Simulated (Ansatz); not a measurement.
Crystal: AgBr.

```
CELL_PARAMETERS angstrom
0.00000 2.87015 2.87015
2.87015 0.00000 2.87015
2.87015 2.87015 0.00000
ATOMIC_POSITIONS crystal
Ag 0.00000 0.00000 0.00000
Br 0.50000 0.50000 0.50000
```

Base run:

| Item | Value |
| --- | --- |
| Program | Ansatz 0.2.0 |
| Functional | PBE |
| Potentials or basis | PseudoDojo standard (PBE files) |
| Cutoff | 1116 eV |
| Density cutoff | 4463 eV |
| k mesh | 8 × 8 × 8 |
| Occupations | fermi-dirac, width 0.05 eV |
| Spin | no spin polarisation |

Its results: band gap on the k mesh 0.67 eV, indirect (least direct gap 2.60 eV); pressure 2.3 GPa.

The run is repeated on the same cell with these changes: potentials or basis from PseudoDojo standard (PBE files) to Ansatz PAW; cutoff from 1116 eV to 420 eV (not typed: the program's choice for these potentials); k mesh from 8 × 8 × 8 to 5 × 5 × 5. What comes out?

Band gap on the k mesh 0.81 eV, indirect (least direct gap 2.60 eV); pressure 2.4 GPa.

Caveats: odd divisions of the mesh miss points on the zone boundary, where band edges often lie, so the gap on the mesh can be too wide (some runs).
